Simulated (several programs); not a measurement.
## CuI (F-43m) from semi-empirical methods to plane-wave DFT

Measured values to be reproduced:
- volume: 27.72 Å³ an atom (from the lattice constants; cubic lattice constant; “Determination of acoustic phonon anharmonicities via second-order Raman scattering in CuI”; measurement temperature not stated, presumably room temperature; 2023; arxiv:2305.18931)

CuI (started from an entry of an open crystallographic database), relaxed with r2SCAN in Ansatz, was computed with several methods. The symmetry is F-43m (No. 216, cubic); conventional cell a = 6.024 Å, 27.33 Å³ an atom. Around Cu lie 4 I at 2.61 Å; around I lie 4 Cu at 2.61 Å. Spin-unpolarised throughout.

```
Cu I
1.0
     0.00000    3.01204    3.01204
     3.01204    0.00000    3.01204
     3.01204    3.01204    0.00000
Cu I
1 1
Cartesian
  1.5060 1.5060 1.5060
  0.0000 0.0000 0.0000
```

Gaps and times are for a single point on this cell; volume and bulk modulus come from each method's own relaxation or energy curve at fixed shape. Times are rough, from shared hosts (Arm Neoverse V1; Arm Neoverse V2), and each method has its own mesh and cell size. A dagger marks a closed or tiny gap in a crystal that DFT finds insulating: a failure of the method or a wrong SCF state. PM6 (MOPAC), PM7 (MOPAC), GFN1-xTB (tblite), GFN2-xTB (tblite) treat a cluster of cells at its zone centre, which samples few k points: where these miss a band edge, the gap comes out too large for that reason alone. Gaps from k meshes are read at a limited set of points (mesh, symmetry points, PBE's band edges), so each method's own least gap may be somewhat smaller. xTB and the PM methods were fitted mostly to molecules, and can miss a solid's gap by electronvolts. Minimal bases can be far off for gaps. Times of the plane-wave ladder aren't listed, since it ran on unlike processors and cards. GLLB-SC's gap includes the derivative discontinuity. d marks a direct gap, i an indirect one (no mark: not told apart), a dash a value that wasn't computed or didn't pass its checks.

```json
{"method": "PBEsol", "kind": "semilocal", "gap (eV)": "–", "own volume (Å³/atom)": "26.19", "bulk modulus (GPa)": "–", "atoms computed": "2", "processor time": "–"}
{"method": "light PBE (260 eV and a coarse mesh)", "kind": "light plane-wave", "gap (eV)": "1.40 d", "own volume (Å³/atom)": "–", "bulk modulus (GPa)": "–", "atoms computed": "2", "processor time": "1.3 s"}
{"method": "PBE/single zeta (GPAW)", "kind": "small basis", "gap (eV)": "0.00†", "own volume (Å³/atom)": "–", "bulk modulus (GPa)": "–", "atoms computed": "2", "processor time": "2.8 s"}
{"method": "GFN1-xTB (tblite)", "kind": "tight binding", "gap (eV)": "2.81", "own volume (Å³/atom)": "29.76", "bulk modulus (GPa)": "53", "atoms computed": "cluster", "processor time": "3 s"}
{"method": "LDA", "kind": "semilocal", "gap (eV)": "0.99 d", "own volume (Å³/atom)": "25.19", "bulk modulus (GPa)": "–", "atoms computed": "2", "processor time": "–"}
{"method": "PBE", "kind": "semilocal", "gap (eV)": "1.17 d", "own volume (Å³/atom)": "28.08", "bulk modulus (GPa)": "39", "atoms computed": "2", "processor time": "–"}
{"method": "GFN2-xTB (tblite)", "kind": "tight binding", "gap (eV)": "5.18", "own volume (Å³/atom)": "27.73", "bulk modulus (GPa)": "44", "atoms computed": "cluster", "processor time": "4.5 s"}
{"method": "PBE/SZV (CP2K)", "kind": "small basis", "gap (eV)": "0.87 d", "own volume (Å³/atom)": "–", "bulk modulus (GPa)": "–", "atoms computed": "2", "processor time": "8.3 s"}
{"method": "GLLB-SC (GPAW)", "kind": "model potential", "gap (eV)": "2.61", "own volume (Å³/atom)": "–", "bulk modulus (GPa)": "–", "atoms computed": "2", "processor time": "8.9 s"}
{"method": "PM7 (MOPAC)", "kind": "semi-empirical", "gap (eV)": "13.31", "own volume (Å³/atom)": "–", "bulk modulus (GPa)": "–", "atoms computed": "cluster", "processor time": "9.6 s"}
{"method": "r2SCAN", "kind": "semilocal", "gap (eV)": "1.67 d", "own volume (Å³/atom)": "27.33", "bulk modulus (GPa)": "44", "atoms computed": "2", "processor time": "–"}
{"method": "PBE+SOC", "kind": "semilocal", "gap (eV)": "1.01 d", "own volume (Å³/atom)": "–", "bulk modulus (GPa)": "–", "atoms computed": "2", "processor time": "–"}
{"method": "PBE/DZVP (CP2K)", "kind": "small basis", "gap (eV)": "1.22 d", "own volume (Å³/atom)": "29.16", "bulk modulus (GPa)": "37", "atoms computed": "2", "processor time": "24 s"}
{"method": "PM6 (MOPAC)", "kind": "semi-empirical", "gap (eV)": "0.75", "own volume (Å³/atom)": "–", "bulk modulus (GPa)": "–", "atoms computed": "cluster", "processor time": "31 s"}
{"method": "LC-ωPBE", "kind": "hybrid", "gap (eV)": "7.34 d", "own volume (Å³/atom)": "–", "bulk modulus (GPa)": "–", "atoms computed": "2", "processor time": "–"}
{"method": "HSE06", "kind": "hybrid", "gap (eV)": "2.67 d", "own volume (Å³/atom)": "28.45", "bulk modulus (GPa)": "–", "atoms computed": "2", "processor time": "–"}
{"method": "PBE0", "kind": "hybrid", "gap (eV)": "3.33 d", "own volume (Å³/atom)": "–", "bulk modulus (GPa)": "–", "atoms computed": "2", "processor time": "–"}
{"method": "DDH-PBE0", "kind": "hybrid", "gap (eV)": "2.51 d", "own volume (Å³/atom)": "–", "bulk modulus (GPa)": "–", "atoms computed": "2", "processor time": "–"}
{"method": "r2SCAN0", "kind": "hybrid", "gap (eV)": "3.67 d", "own volume (Å³/atom)": "–", "bulk modulus (GPa)": "–", "atoms computed": "2", "processor time": "–"}
{"method": "HSE06+SOC", "kind": "hybrid", "gap (eV)": "2.46 d", "own volume (Å³/atom)": "–", "bulk modulus (GPa)": "–", "atoms computed": "2", "processor time": "–"}
```

Against HSE06 (2.67 eV) and with closed or daggered gaps left aside, the nearest gap at the points sampled is that of GLLB-SC (GPAW) (-0.06 eV) and the farthest that of PM7 (MOPAC) (+10.64 eV). HSE06 is only a yardstick of convenience, and nearness to it can be luck.

Volumes against r2SCAN's: PBEsol -4.2 %, GFN1-xTB (tblite) +8.9 %, LDA -7.8 %, PBE +2.8 %, GFN2-xTB (tblite) +1.5 %, PBE/DZVP (CP2K) +6.7 %, HSE06 +4.1 %.

Comparison with experiment:
- Volume, measured 27.72 Å³ an atom: PBEsol -5.5 %, GFN1-xTB (tblite) +7.4 %, LDA -9.1 %, PBE +1.3 %, GFN2-xTB (tblite) 0.0 %, r2SCAN -1.4 %, PBE/DZVP (CP2K) +5.2 %, HSE06 +2.6 %.
The calculations are for a static lattice; samples hold vibrations, temperature and, in optical gaps, excitons. A measured value is shown where most reports agree with it, and only for the quantities listed.

Only the rows marked +SOC include spin-orbit coupling.
